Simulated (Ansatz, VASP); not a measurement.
**BN (Qingsongite): VASP beside Ansatz**

Wanted: the spread between two codes on one cell, functional and k mesh. The cell is taken from a series of VASP runs on this material, whose earlier steps may have relaxed, scaled or displaced it; both programs get it as it stands. Other levels of theory on this material are compared in a session of their own.

Method: plane waves, with VASP 6.6.1 beside it; band structure at PBE and band structure at r2SCAN, in Ansatz 0.2.0.

### Step 1. The structure

Symmetry: F-43m, No. 216, cubic system. Conventional cell: a = 3.615 Å, b = 3.615 Å, c = 3.615 Å, α = 90.00°, β = 90.00°, γ = 90.00°. Nearest to N lie 4 B at 1.57 Å. Nearest to B lie 4 N at 1.57 Å. Farther neighbours and most contacts between anions are not listed.

### Step 2. Ansatz: band structure, PBE

Ansatz runs on its default PAW (the set named soft_2) files.

Levels along a path test the potential and the projectors away from the mesh points.

input.yaml reads:

```yaml
crystal:
  lattice:
    - [0.0, 1.8075, 1.8075]
    - [1.8075, 0.0, 1.8075]
    - [1.8075, 1.8075, 0.0]
  atoms:
    - { symbol: "N", position: [0.75, 0.75, 0.75] }
    - { symbol: B, position: [0.0, 0.0, 0.0] }
hamiltonian:
  xc: pbe
  pseudopotentials: { kind: paw }
kpoints:
  mp_grid: { grid: [10, 10, 10] }
  band_path:
    path:
      - [0.0, 0.0, 0.0]
      - [0.16667, 0.0, 0.16667]
      - [0.33333, 0.0, 0.33333]
      - [0.5, 0.0, 0.5]
      - [0.5, 0.08333, 0.58333]
      - [0.5, 0.19444, 0.69444]
      - [0.5, 0.25, 0.75]
      - [0.45833, 0.29167, 0.75]
      - [0.40278, 0.34722, 0.75]
      - [0.375, 0.375, 0.75]
      - [0.20833, 0.20833, 0.41667]
      - [0.08333, 0.08333, 0.16667]
      - [0.0, 0.0, 0.0]
      - [0.22222, 0.22222, 0.22222]
      - [0.38889, 0.38889, 0.38889]
      - [0.51389, 0.47222, 0.51389]
      - [0.55556, 0.38889, 0.55556]
      - [0.61111, 0.27778, 0.61111]
      - [0.61111, 0.25, 0.63889]
      - [0.56944, 0.25, 0.68056]
      - [0.51389, 0.25, 0.73611]
      - [0.5, 0.27778, 0.72222]
      - [0.5, 0.38889, 0.61111]
      - [0.5, 0.47222, 0.52778]
      - [0.48611, 0.48611, 0.52778]
      - [0.43056, 0.43056, 0.63889]
      - [0.38889, 0.38889, 0.72222]
      - [0.59722, 0.19444, 0.59722]
      - [0.55556, 0.11111, 0.55556]
      - [0.5, 0.0, 0.5]
    npoints: 1
scf:
  occupations: { method: gaussian, width: 0.03 }
  n_extra_bands: 7
output:
  forces: true
  stress: true
  eigenvalues: true
```

On the command line:

```
$ ansatz run input.yaml --threads 2 --pin off --max-ram 4608MiB --backend cpu --events-out ev --progress --plain --runs-dir out
```

Numbers of over 12 decimals in the logs are rounded to 6 here.

Log:

```text
scf.n_extra_bands = 7 over 4 filled bands (N_el = 8.0): the run solves 11 bands
Engine: ansatz 0.2.0, x86_64-unknown-linux-gnu
Pseudopotentials: kind: paw
Pseudopotential: N, paw, valence charge 5, recommended cutoff 420 eV (normal), N.paw.azcp
Pseudopotential: B, paw, valence charge 3, recommended cutoff 420 eV (normal), B.paw.azcp
Functional definition: PBE
  parameter kappa = 0.804
  parameter beta = 0.066725
  exchange = pbe_x(kappa = kappa, mu = beta*pi^2/3)
  correlation = pbe_c(beta = beta)
Crystal: 2 atoms, lattice volume = 11.810 Å³
Basis set: ecut = 420 eV, 259 PW (Γ), exchange–correlation on 36×36×36 points (8 copies of the dense FFT grid, shifted against one another)
Bands: 11, of which v1, the nominal top of the filled ones, is band 4 counted from 1 (3 counted from 0)
Symmetry: 24 space group operations
Space group: F-43m (ITA 216), of the structure as read, at distance tolerance 2.3e-5 Å
k-points: 47 of 1000 (time reversal used)
Non-local potential: N, projectors of the file, l = 0: 2, l = 1: 2, l = 2: 1
Non-local potential: B, projectors of the file, l = 0: 2, l = 1: 2, l = 2: 1
PAW form: soft (Blöchl's): semilocal exchange-correlation on the pseudo side does not see the compensation charge
PAW one-centre angular grid: N, 110 points (default); XC on 64 Gauss nodes
PAW one-centre angular grid: B, 110 points (default); XC on 64 Gauss nodes
Initial density: superposition of atomic densities (neutral atoms: chi_scale 0, normalization atom), corrected by the library's trained network
Initial wavefunctions: pseudopotential atomic-orbital guess
Functional: x = pbe(κ = 0.804, μ = 0.219515), c = pbe(β = 0.066725)
SCF iter   1: F=—  HF=-542.274642 eV  |F-HF|=—  |Δ(HF+E_count)|=         —  Δρ=1.55e-3  dr2=1.42e-4  ethr=1.77e-3  ⟨swp⟩=5.0  Hψ=2842  notcnv=0  defer=9
preconditioner: auto → none  [insulator: Δε(μ)=4.474 eV  Ē_g=25.334 eV  σ=0.030 eV  W_gap=1.00  n_scr=0 (ndim 8)  ℏωp=30.6 eV  f_vac=0.000  D(μ)=0.00/eV (n_scr^D=0)  ε∞_Penn≈2.5]
SCF iter   2: F=—  HF=-542.274740 eV  |F-HF|=—  |Δ(HF+E_count)|=   9.73e-5  Δρ=7.94e-4  dr2=3.34e-5  ethr=1.77e-6  ⟨swp⟩=2.1  Hψ=1073  notcnv=0  defer=67
SCF iter   3: F=—  HF=-542.274801 eV  |F-HF|=—  |Δ(HF+E_count)|=   6.16e-5  Δρ=7.23e-5  dr2=2.33e-7  ethr=4.18e-7  ⟨swp⟩=2.8  Hψ=609  notcnv=0  defer=67
iter 4 did not close the SCF: its close was put off for the readings that it lacked (scf_convergence_deferred on its scf_iter line)
SCF iter   4: F=-542.274801 eV  HF=-542.274801 eV  |F-HF|=7.13e-9  |Δ(HF+E_count)|=   1.48e-7  Δρ=2.29e-5  dr2=1.74e-8  ethr=2.91e-9  ⟨swp⟩=2.5  Hψ=592  notcnv=0  defer=67
iter 5 did not close the SCF: its close was put off for the readings that it lacked (scf_convergence_deferred on its scf_iter line)
SCF iter   5: F=-542.274801 eV  HF=-542.274801 eV  |F-HF|=9.38e-11  |Δ(HF+E_count)|=   9.71e-9  Δρ=2.23e-6  dr2=2.53e-10  ethr=2.18e-10  ⟨swp⟩=2.6  Hψ=571  notcnv=0  defer=67
SCF iter   6: F=-542.274801 eV  HF=-542.274801 eV  |F-HF|=1.02e-12  |Δ(HF+E_count)|=  5.82e-11  Δρ=2.38e-7  dr2=3.19e-12  ethr=3.16e-12  ⟨swp⟩=4.2  Hψ=2004  notcnv=0
SCF 1 converged in 6 iterations: F = -542.274801 eV  dr2 = 3.19e-12
  greatest PAW one-centre occupation: 0.787 electrons in one spin orbital (limit 2), on the N atom at site 0 (counted from 0), in its partial waves of l = 0
NSCF: frozen V_eff on 30 k-points
SCF converged after 6 iterations
Free energy (F): -542.274801 eV
Harris-Foulkes:  -542.274801 eV  (|F-HF|=1.02e-12)
Internal energy: -542.274801 eV  (E = F + TS)
E sigma→0 (E₀):  -542.274801 eV
Fermi energy:    13.415410 eV
--- Per-component energies (eV) ---
  E_band       = 26.443057
  E_kinetic    = 185.619638
  E_local      = -175.300791  (includes V_loc(G=0)·N_el)
  E_nonlocal   = 56.582097
  E_hartree    = 49.108518
  E_xc         = -93.448020
  E_vxc        = -116.232258  (∫ρ·V_xc dr)
  E_paw        = -206.451696  (= ΣΔE_a)
  E_vpaw       = -22.442773  (= ΣTr[D̂ρ^β])
  E_aug_tail   = 0.000103  (compensation charges beyond the density's cutoff)
  E_ewald      = -358.384650
  E_smearing   = -0.000000  (= −TS)
  E_closure    = 0.000000  (closes the sum)
  Σ components = -542.274801   (vs F -542.274801, Δ=0.00e0)
--- Forces (eV/Å), atoms counted from 1 ---
  atom   1  N      0.00000000     0.00000000     0.00000000
  atom   2  B     -0.00000000     0.00000000     0.00000000
  max |Σ_I F_I| component: 5.46e-16 eV/Å
--- Stress (GPa, compression-positive) ---
        3.028522      -0.000000      -0.000000
        0.000000       3.028522       0.000000
       -0.000000       0.000000       3.028522
  P = ⅓ Tr σ = 3.0285 GPa (30.285 kbar)
--- Band table (eV; the first three rows and the last of 47) ---
  k-point 0: bands = [-9.0521, 11.1795, 11.1795, 11.1795, 20.0104, 20.0104, 20.0104, 21.5013, ... 3 higher]
  k-point 1: bands = [-8.8089, 9.9116, 10.9262, 10.9262, 20.2773, 20.3938, 20.3938, 22.3010, ... 3 higher]
  k-point 2: bands = [-8.0930, 7.1963, 10.3557, 10.3557, 20.6443, 21.1879, 21.1879, 23.9697, ... 3 higher]
  k-point 46: bands = [-3.1887, 3.2761, 4.5963, 4.8105, 19.9495, 24.2047, 25.2962, 27.2028, ... 3 higher]
```

The job ended after 0.62 s (2 threads of AMD EPYC 7B13 (Zen 3), shared host; peak memory 0.32 GiB; 1 s of CPU time).

The column dr2 measures how far the density is from self-consistency, as an energy; F and HF (Harris–Foulkes) agree once it is small.

### Step 3. VASP: band structure, PBE

The same cell, functional, mesh and smearing now go to VASP, with its own data sets and cutoff.

Lines of VASP's logs that name or quote its potential files are left out, and so is its time.

INCAR reads:

```
SYSTEM = BN
PREC = Accurate
ENCUT = 460
EDIFF = 1E-06
NELM = 100
ISMEAR = 0
SIGMA = 0.03
LREAL = .FALSE.
ALGO = Normal
GGA = PE
NBANDS = 16
LORBIT = 11
LWAVE = .FALSE.
LCHARG = .FALSE.
KPAR = 4
LASPH = .TRUE.
```

POSCAR reads:

```
BN
1.0
    0.0000000000      1.8075000000      1.8075000000
    1.8075000000      0.0000000000      1.8075000000
    1.8075000000      1.8075000000      0.0000000000
N B
1 1
Direct
    0.7500000000      0.7500000000      0.7500000000
    0.0000000000      0.0000000000      0.0000000000
```

KPOINTS reads:

```
Automatic mesh
0
Gamma
10 10 10
0 0 0
```

KPOINTS_OPT reads:

```
Line mode
10
Line-mode
Reciprocal
  0.00000000   0.00000000   0.00000000 GAMMA
  0.50000000   0.00000000   0.50000000 X

  0.50000000   0.00000000   0.50000000 X
  0.50000000   0.25000000   0.75000000 W

  0.50000000   0.25000000   0.75000000 W
  0.37500000   0.37500000   0.75000000 K

  0.37500000   0.37500000   0.75000000 K
  0.00000000   0.00000000   0.00000000 GAMMA

  0.00000000   0.00000000   0.00000000 GAMMA
  0.50000000   0.50000000   0.50000000 L

  0.50000000   0.50000000   0.50000000 L
  0.62500000   0.25000000   0.62500000 U

  0.62500000   0.25000000   0.62500000 U
  0.50000000   0.25000000   0.75000000 W

  0.50000000   0.25000000   0.75000000 W
  0.50000000   0.50000000   0.50000000 L

  0.50000000   0.50000000   0.50000000 L
  0.37500000   0.37500000   0.75000000 K

  0.62500000   0.25000000   0.62500000 U
  0.50000000   0.00000000   0.50000000 X
```

Potentials, in the order of the species: N and B (PBE family, release 64).

On the command line:

```
$ mpirun -np 4 vasp_std
```

Log:

```text
[banner, memory and clock lines left out]
running    4 mpi-ranks, on    1 nodes
 distrk:  each k-point on    1 cores,    4 groups
 distr:  one band on    1 cores,    1 groups

 POSCAR found type information on POSCAR N B
 POSCAR found :  2 types and       2 ions
 LDA part: xc-table for (Slater+PW92), standard interpolation
 POSCAR, INCAR and KPOINTS ok, starting setup
 FFT: planning ... GRIDC
 FFT: planning ... GRID_SOFT
 FFT: planning ... GRID
 WAVECAR not read
 entering main loop
       N       E                     dE             d eps       ncg     rms          rms(c)
DAV:   1     0.995940903040E+01    0.99594E+01   -0.44643E+03  1552   0.459E+02
DAV:   2    -0.180449619223E+02   -0.28004E+02   -0.27148E+02  2032   0.124E+02
DAV:   3    -0.184171838026E+02   -0.37222E+00   -0.37213E+00  1584   0.120E+01
DAV:   4    -0.184174004656E+02   -0.21666E-03   -0.21666E-03  2080   0.338E-01
DAV:   5    -0.184174005996E+02   -0.13400E-06   -0.13398E-06  1592   0.760E-03    0.671E+00
DAV:   6    -0.175380574904E+02    0.87934E+00   -0.25869E+00  1760   0.660E+00    0.328E+00
DAV:   7    -0.174664809435E+02    0.71577E-01   -0.98039E-02  1872   0.200E+00    0.195E+00
DAV:   8    -0.174523730620E+02    0.14108E-01   -0.28450E-02  1648   0.945E-01    0.192E-01
DAV:   9    -0.174525250789E+02   -0.15202E-03   -0.11295E-03  1728   0.194E-01    0.911E-02
DAV:  10    -0.174526170656E+02   -0.91987E-04   -0.12788E-04  1832   0.654E-02    0.151E-02
DAV:  11    -0.174526213793E+02   -0.43137E-05   -0.61205E-06  1920   0.152E-02    0.993E-03
DAV:  12    -0.174526215600E+02   -0.18074E-06   -0.85050E-07  1096   0.458E-03
   1 F= -.17452622E+02 E0= -.17452622E+02  d E =-.517123E-12
 Start KPOINTS_OPT (optional k-point list driver)
k-point batch [1-47\100]
       N       E                     dE             ncg
DAV:   1     0.123929975893E+04   -0.13238E+05     1520
DAV:   2    -0.349343376678E+02   -0.12742E+04     1952
DAV:   3    -0.511288430772E+02   -0.16195E+02     1800
DAV:   4    -0.511370699523E+02   -0.82269E-02     1928
DAV:   5    -0.511370740286E+02   -0.40762E-05     1760
DAV:   6    -0.511370740326E+02   -0.40610E-08     1544
[...]
k-point batch [95-100\100]
       N       E                     dE             ncg
DAV:   1     0.177229641725E+05   -0.22419E+04      200
DAV:   2     0.175728339932E+05   -0.15013E+03      264
DAV:   3     0.175710658667E+05   -0.17681E+01      232
DAV:   4     0.175710648761E+05   -0.99058E-03      248
DAV:   5     0.175710648755E+05   -0.62024E-06      240
```

OUTCAR, selected parts (step 3):

```text
ion  position               nearest neighbor table
   1  0.750  0.750  0.750-   2 1.57   2 1.57   2 1.57   2 1.57
   2  0.000  0.000  0.000-   1 1.57   1 1.57   1 1.57   1 1.57

  LATTYP: Found a face centered cubic cell.
 ALAT       =     3.6150000000

 Subroutine GETGRP returns: Found 24 space group operations
 (whereof 24 operations were pure point group operations)

The static configuration has the point symmetry T_d .

 Found     47 irreducible k-points:

   k-points           NKPTS =     47   k-points in BZ     NKDIM =     47   number of bands    NBANDS=     16

   dimension x,y,z NGX =    18 NGY =   18 NGZ =   18
   dimension x,y,z NGXF=    36 NGYF=   36 NGZF=   36

   ENCUT  =  460.0 eV  33.81 Ry    5.81 a.u.   4.47  4.47  4.47*2*pi/ulx,y,z

   NELECT =       8.0000    total number of electrons

 k-points in reciprocal lattice and weights: Automatic mesh
   0.00000000  0.00000000  0.00000000       0.001
   0.10000000  0.00000000  0.00000000       0.008
   0.20000000  0.00000000  0.00000000       0.008
   0.30000000  0.00000000  0.00000000       0.008
   0.40000000  0.00000000  0.00000000       0.008
   0.50000000  0.00000000  0.00000000       0.004
   0.10000000  0.10000000  0.00000000       0.006
   0.20000000  0.10000000  0.00000000       0.024
   0.30000000  0.10000000  0.00000000       0.024
[...]
-0.30000000  0.40000000  0.20000000       0.024
  -0.30000000  0.50000000  0.20000000       0.012

 average (electrostatic) potential at core
       1 -60.3941       2 -24.4725

 E-fermi :   7.5355

 k-point     1 :       0.0000    0.0000    0.0000
  band No.  band energies     occupation
      1     -12.8267      2.00000
      2       7.4068      2.00000
      3       7.4068      2.00000
      4       7.4068      2.00000
      5      16.2242      0.00000
      6      16.2242      0.00000
      7      16.2242      0.00000
      8      17.7529      0.00000
      9      32.1580      0.00000
    ...

 k-point     2 :       0.1000    0.0000    0.0000
  band No.  band energies     occupation
      1     -12.5841      2.00000
      2       6.1343      2.00000
      3       7.1503      2.00000
      4       7.1503      2.00000
      5      16.4978      0.00000
      6      16.6083      0.00000
      7      16.6083      0.00000
      8      18.5462      0.00000
      9      31.8648      0.00000
    ...

 k-point     3 :       0.2000    0.0000    0.0000
  band No.  band energies     occupation
      1     -11.8686      2.00000
      2       3.4186      2.00000
      3       6.5792      2.00000
      4       6.5792      2.00000
      5      16.8716      0.00000
      6      17.4035      0.00000
      7      17.4035      0.00000
      8      20.2101      0.00000
      9      31.0971      0.00000
    ...

  Total        0.1843051      0.1843051      0.1843051     -0.0000000      0.0000000      0.0000000
  in kB       25.0024787     25.0024787     25.0024787     -0.0000000      0.0000000      0.0000000
  external PRESSURE =      25.0024787 kB  Pullay stress =       0.0000000 kB

  energy-cutoff  :      460.00
  volume of cell :       11.81
      direct lattice vectors                 reciprocal lattice vectors
     0.000000000  1.807500000  1.807500000    -0.276625173  0.276625173  0.276625173
     1.807500000  0.000000000  1.807500000     0.276625173 -0.276625173  0.276625173
     1.807500000  1.807500000  0.000000000     0.276625173  0.276625173 -0.276625173

 POSITION                                       TOTAL-FORCE (eV/Angst)
 -----------------------------------------------------------------------------------
      2.71125      2.71125      2.71125        -0.000000     -0.000000     -0.000000
      0.00000      0.00000      0.00000         0.000000      0.000000      0.000000
 -----------------------------------------------------------------------------------
    total drift:                               -0.000001     -0.000001     -0.000001

  FREE ENERGIE OF THE ION-ELECTRON SYSTEM (eV)
  ---------------------------------------------------
  free  energy   TOTEN  =       -17.4526215600 eV

  energy  without entropy=      -17.4526215600  energy(sigma->0) =      -17.45262156

 total charge
# of ion       s       p       d       tot
------------------------------------------
    1        1.218   2.754   0.000   3.972
    2        0.678   1.360   0.000   2.038
--------------------------------------------------
tot          1.895   4.114   0.000   6.010

[... 3 further parts left out ...]
```

The run ends at a pressure of 2.50 GPa.

### Step 4. Side by side

Known differences besides the potentials themselves: the cutoff is 420 eV in Ansatz and 460 eV in VASP. Total energies have different zeros and are not compared.

Compared:

```tsv
quantity	Ansatz	VASP	difference
pressure (GPa)	3.03	2.50	+0.53
pressure without Ansatz's Pulay correction (GPa)	1.94	2.50	-0.56
gap over the path points (eV)	4.472	4.456	+0.016
```

Levels at points of the path, from each program's valence-band top (eV; 3 filled, then empty):

```tsv
k (reciprocal lattice)	Ansatz	VASP
0.000 0.000 0.000	0.00 0.00 0.00 8.83 8.83 8.83	0.00 0.00 0.00 8.82 8.82 8.82
0.167 0.000 0.167	-2.07 -1.75 -1.75 7.76 11.31 11.31	-2.07 -1.75 -1.75 7.75 11.31 11.31
0.333 0.000 0.333	-6.06 -4.03 -4.03 5.71 10.31 15.55	-6.06 -4.04 -4.04 5.70 10.30 15.55
0.500 0.000 0.500	-8.92 -4.90 -4.90 4.47 9.25 17.92	-8.92 -4.91 -4.91 4.46 9.23 17.93
0.500 0.083 0.583	-8.73 -5.36 -5.29 5.46 10.02 17.15	-8.73 -5.36 -5.29 5.45 10.01 17.16
0.500 0.194 0.694	-7.95 -6.52 -6.34 8.61 12.85 14.27	-7.96 -6.52 -6.35 8.61 12.85 14.28
0.500 0.250 0.750	-7.59 -6.96 -6.50 9.61 13.30 14.51	-7.59 -6.97 -6.51 9.60 13.30 14.51
0.458 0.292 0.750	-7.82 -7.26 -5.68 8.88 13.24 14.18	-7.82 -7.26 -5.68 8.87 13.24 14.19
0.403 0.347 0.750	-8.09 -7.61 -4.31 7.21 12.92 15.43	-8.09 -7.62 -4.31 7.20 12.92 15.44
0.375 0.375 0.750	-8.13 -7.66 -4.08 6.92 12.88 15.82	-8.13 -7.67 -4.08 6.91 12.88 15.82
```

Among the levels compared at these points, filled levels agree within 8 meV and empty ones within 17 meV. Ansatz's pressure holds a Pulay correction of 1.08 GPa; VASP's holds none.

### Step 5. Ansatz: band structure, r2SCAN

Levels along a path test the potential and the projectors away from the mesh points.

The cell is taken from a series of VASP runs on this material, whose earlier steps may have relaxed, scaled or displaced it; both programs get it as it stands.

Edit input.yaml of step 2 so:

```diff
@@ -9,3 +9,3 @@
 hamiltonian:
-  xc: pbe
+  xc: r2scan
   pseudopotentials: { kind: paw }
```

On the command line:

```
$ ansatz run input.yaml --threads 2 --pin off --max-ram 4608MiB --backend cpu --events-out ev --progress --plain --runs-dir out
```

Log:

```text
[...]
Crystal: 2 atoms, lattice volume = 11.810 Å³
Basis set: ecut = 500 eV, 307 PW (Γ), exchange–correlation on 80×80×80 points (64 copies of the dense FFT grid, shifted against one another)
Bands: 11, of which v1, the nominal top of the filled ones, is band 4 counted from 1 (3 counted from 0)
Symmetry: 24 space group operations
[...]
k-points: 47 of 1000 (time reversal used)
[...]
--- Band table (eV; the first three rows and the last of 47) ---
  k-point 0: bands = [-10.2793, 11.0089, 11.0089, 11.0089, 20.5739, 20.5739, 20.5739, 22.0279, ... 3 higher]
  k-point 1: bands = [-10.0279, 9.6843, 10.7479, 10.7479, 20.8420, 20.9756, 20.9756, 22.8810, ... 3 higher]
  k-point 2: bands = [-9.2890, 6.8500, 10.1580, 10.1580, 21.1825, 21.8077, 21.8077, 24.6927, ... 3 higher]
  k-point 46: bands = [-4.3083, 2.7364, 4.1783, 4.4699, 20.4764, 24.8544, 26.1491, 28.1068, ... 3 higher]
[key lines of the parts left out:]
SCF converged after 6 iterations
Free energy (F): -544.006330 eV
Fermi energy:    13.507516 eV
P = ⅓ Tr σ = -1.7002 GPa (-17.002 kbar)
```

It took 1 s on 2 threads; peak memory 0.35 GiB.

(Part 1 of 2 ends here.)

[Lines on the potential files, build, host, timing and source positions are cut from VASP's logs without a mark.]

[Logs are printed without paths, hosts, clocks, repeated set-up lines and the standing remarks that a program may print on its own settings, such as how far it seeks lower states.]

[Hosts, paths, dates, database ids (printed as entryN), source tags and the programs' standing remarks are cut or masked in the printed files.]
